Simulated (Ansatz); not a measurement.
The system is TePt.

```
Pt Te
1.0
     3.95488    0.00000    0.00000
    -1.97744    3.42502    0.00000
     0.00000    0.00000    3.85976
Pt Te
1 1
Direct
  0.00000 0.00000 0.00000
  0.66667 0.33333 0.50000
```

Measurements of this composition are mostly on another form, of space group No. 166.

Base run:

```yaml
Program: Ansatz 0.2.0
Functional: LDA
Potentials_or_basis: all-electron LAPW, scalar-relativistic
Cutoff: 218 eV (chosen from the basis error)
Basis_error_allowed: 0.001 eV/atom
k_mesh: 6 × 6 × 5
Occupations: gaussian, width 0.05 eV
Spin: collinear spin, ferromagnetic start
Starting_moments: "[0.5, 0.0] μB"
Hubbard_terms: Pt d U = 7 eV
```

Its results: pressure -15.9 GPa.

The run is repeated on the same cell with these changes: moments at the start from [0.5, 0.0] to [2.0, 0.0]; fixed moment from none to 2 μB. What comes out?

Pressure -11.0 GPa; site moments Pt +0.80; Te +0.88 μB.

Caveats: the k mesh is thin for a metal, which can move the energy by tens of meV per atom; U is the effective U less J, on atomic orbitals that reach past the spheres; the U is typed as a test and isn't derived for this compound; the starting moments weren't kept (some runs); the total moment is fixed, so each spin has its own Fermi level (some runs).
